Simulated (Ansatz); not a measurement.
Level of theory: Ansatz, DFT PBE, scalar-relativistic, plane waves, PAW. Settings: cutoff 420 eV, Γ-centred meshes spaced at most about 0.3 Å⁻¹, and about 0.25 Å⁻¹ or finer for metals (2π included), Gaussian smearing. No spin polarisation in the final relaxations.

Temperature and zero-point effects are left out.

Compare these two cells of As, each relaxed at this level.

A.

```
As
1.0
     2.98020   -3.16529    0.00000
     2.98020    3.16529    0.00000
    -2.78514    0.00000    6.79101
As
6
Direct
  0.74988 0.96031 0.35204
  0.03969 0.25012 0.14796
  0.25012 0.03969 0.64796
  0.96031 0.74988 0.85204
  0.50000 0.50000 0.00000
  0.50000 0.50000 0.50000
```

B.

```
As
1.0
     2.70992    0.00000    0.00000
     0.00000    3.91714    0.00000
     0.00000    0.00000    6.34514
As
3
Cartesian
  1.3550 1.9586 5.0425
  1.3550 1.9586 1.3027
  1.3550 0.0000 3.1726
```

Question: Which would you expect to be lower, and how large is the difference?

Answer: B is lower, by 19 meV/atom. A has space group C2/c (No. 15), 21.4 Å³/atom and no gap on its mesh; B has space group Pmmm (No. 47), 22.5 Å³/atom and no gap. The lower one is the more open, so pressure narrows the difference. In A, around As on a site of symmetry 1 lie 5 As at 2.57–2.80 Å; around As on a site of symmetry -1 lie 6 As at 2.73–2.80 Å. In B, As on a site of symmetry mm2 is surrounded by 5 As at 2.61–2.71 Å; around As on a site of symmetry mmm lie 6 As at 2.71 Å. Both come from invented guesses. The part of the Crystallography Open Database at hand lists As in space groups No. 64, 166; no cell shown has one of them.

Cells relaxed within their symmetry can be saddle points.
